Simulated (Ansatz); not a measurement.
An input for the plane-wave PAW code Ansatz:

```yaml
crystal:
  lattice:
    - [-1.8924427724, 1.8924427724, 1.8924427724]
    - [1.8924427724, -1.8924427724, 1.8924427724]
    - [1.8924427724, 1.8924427724, -1.8924427724]
  atoms:
    - { symbol: Sn, position: [0.0, 0.0, 0.0] }
basis:
  ecutwfc: 500
  ecutrho_ratio: 4
kpoints:
  mp_grid: { grid: [16, 16, 16] }
  band_path:
    path:
      - [[0.0, 0.0, 0.0], [0.5, -0.5, 0.5], [0.0, 0.0, 0.5], [0.0, 0.0, 0.0], [0.25, 0.25, 0.25], [0.5, -0.5, 0.5]]
      - [[0.25, 0.25, 0.25], [0.0, 0.0, 0.5]]
    npoints: 14
hamiltonian:
  xc: r2scan
scf:
  occupations: { method: gaussian, width: 0.05 }
  n_extra_bands: 10
output:
  forces: true
  stress: true
  eigenvalues: true
  populations: true
  dos: { projected: true, de: 0.02, nscf_kmesh: { grid: [24, 24, 24] } }
  bader: true
```

At room temperature and ambient pressure Sn takes another structure.

Problem. Predict the main results.

Solution. Pressure 0.0 GPa, gap on the mesh zero (metallic) (r²SCAN, scalar-relativistic).

What the program printed, in part:

```
scf.n_extra_bands = 10 over 7 filled bands (N_el = 14.0): the run solves 17 bands
Pseudopotentials: kind: paw
Pseudopotential: Sn, paw, valence charge 14, recommended cutoff 500 eV (meta_gga), Sn.paw.azcp
Crystal: 1 atoms, lattice volume = 27.110 Å³
Basis set: ecut = 500 eV, 675 PW (Γ), exchange–correlation on 96×96×96 points (64 copies of the dense FFT grid, shifted against one another)
Bands: 17, of which v1, the nominal top of the filled ones, is band 7 counted from 1 (6 counted from 0)
Symmetry: 48 space group operations
Space group: Im-3m (ITA 229), of the structure as read, at distance tolerance 3.0e-5 Å
k-points: 145 of 4096
Initial density: superposition of atomic densities (neutral atoms: chi_scale 0, normalization atom), corrected by the library's trained network
Initial wavefunctions: pseudopotential atomic-orbital guess
Functional: x = r2scan, c = r2scan; τ floored in thin density (d = 2e-4 eV/Å³)
```

SCF trace (energy estimate counted from the last row):
```tsv
iteration	ΔE (eV)	density residual (eV)
1	0.008	2.24e-3
2	5.2e-04	5.82e-4
3	6.3e-05	4.58e-5
4	1.3e-05	5.28e-6
5	2.0e-06	5.71e-7
6	0.000	8.54e-8
```

```
SCF 1 converged in 6 iterations: F = -6038.389132 eV  dr2 = 8.54e-8
NSCF: frozen V_eff on 86 k-points
NSCF: frozen V_eff on 413 k-points
SCF converged after 6 iterations
Free energy (F): -6038.389132 eV
E sigma→0 (E₀):  -6038.388616 eV
Entropy (-TS):   -0.001032 eV (-1.032 meV/atom)
Fermi energy:    10.796681 eV
--- Per-component energies (eV) ---
  E_band       = -89.625970
  E_kinetic    = 185.720970
  E_local      = -821.642126  (includes V_loc(G=0)·N_el)
  E_nonlocal   = -33.148707
  E_hartree    = 519.435077
  E_xc         = -374.994832
  E_vxc        = -104.922410  (∫ρ·V_xc dr)
  E_paw        = -4157.633801  (= ΣΔE_a)
  E_vpaw       = -361.253096  (= ΣTr[D̂ρ^β])
  E_aug_tail   =  0.000000  (compensation charges beyond the density's cutoff)
  E_vtau       = 6.746488  (kinetic-family band-sum trace: ∫τ·v_τ [+ j·A + Jᵃ·Aᵃ] dr)
  E_ewald      = -1356.860001
  E_core_change = 0.735320  (= ΣΔE_core)
  E_smearing   = -0.001032  (= −TS)
--- Forces (eV/Å), atoms counted from 1 ---
  atom   1  Sn     0.00000000     0.00000000     0.00000000
--- Stress (GPa, compression-positive) ---
       -0.017288       0.000000       0.000000
        0.000000      -0.017288       0.000000
        0.000000       0.000000      -0.017288
  P = ⅓ Tr σ = -0.0173 GPa (-0.173 kbar)
--- Löwdin populations: 1 site ---
  site symbol       q [e]
     0     Sn     13.9592
--- Bader charges: 1 site ---
  site symbol  charge [e]  shift [e]
     0     Sn      0.0000     0.0000
  estimated error of the sums over rays = 5.5e-7 e
```
